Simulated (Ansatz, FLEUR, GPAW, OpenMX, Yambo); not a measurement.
## KCl: band gap by level of theory

**What was measured.** The band gap of KCl (Sylvite) (Fm-3m) is reported as 8.68 eV (a printed reference work). The runs below try to reproduce it.

The structure is cubic, space group Fm-3m (No. 225). Conventional cell: a = 6.293 Å, b = 6.293 Å, c = 6.293 Å, α = 90.00°, β = 90.00°, γ = 90.00°. K (site symmetry m-3m) is surrounded by 6 Cl at 3.15 Å. Cl (site symmetry m-3m) is surrounded by 6 K at 3.15 Å.

```csv
rung,level,program and potentials,cutoff (eV),k mesh,task,core time,chip,band gap (eV),miss (eV),notes
GGA,PBEsol,"Ansatz, PAW datasets made for the crystal",220,6 × 6 × 6,single point,1.9 s,Intel Xeon 6975P-C Granite Rapids,5.03,-3.65,-
Hartree-Fock,Hartree-Fock on LDA,"Yambo, PseudoDojo 0.4.1 SR LDA standard",980,6 × 6 × 6,Hartree-Fock levels,31 s,Arm Neoverse V1,13.58,+4.90,-
LDA,LDA,"FLEUR, all-electron, FLAPW",-,7 × 7 × 7,band structure,38 s,Intel Xeon Platinum 8223CL Skylake/Cascade Lake,4.75,-3.93,-
GGA,PBEsol,"GPAW, PAW data sets generated for this functional",600,7 × 7 × 7,band structure,91 s,Intel Xeon Platinum 8488C Sapphire Rapids,5.03,-3.65,-
GGA,PBE,"OpenMX, OpenMX 2013 PBE set, K10.0-s3p2, Cl7.0-s2p2d1, grid cutoff 300 Ry",-,7 × 7 × 7,band structure,97 s,Intel Xeon Platinum 8259CL Skylake/Cascade Lake,5.28,-3.40,atomic basis
LDA,LDA,"GPAW, the program's PAW data sets (release 1.2.1) made for this functional",450,6 × 6 × 6,dielectric tensor,5.5 min,Arm Neoverse V1,4.75,-3.93,-
```

Times are single runs on shared hosts and different chips, so they are rough; meshes, cutoffs and the tasks' sizes weigh on the time. All rows: no spin polarisation. Gaps are the least found on the k mesh or the band path, and a mesh can miss the band edges. The cell comes from a database and isn't always the measured one. Meshes differ between rows, which moves values too. All levels ran on this one cell, unrelaxed unless noted. Meshes are those of the run's cell of 2 atoms unless a note names another. Misses use the values as printed. Runs on faulty files, with rough fits or with known faults for this quantity aren't shown. No row holds spin-orbit coupling.

By rung: LDA 4.75; GGA 5.03; Hartree-Fock 13.58; GGA in atomic bases 5.28 (eV). Measured: 8.68 eV (a printed reference work). Closest, coarse meshes and atomic bases left aside, is PBEsol with GPAW, PAW data sets generated for this functional (-3.65 eV). LDA and GGA gaps fall short mostly because these functionals lack the derivative discontinuity; the runs are for a static lattice, while measurements hold temperature and zero-point motion.
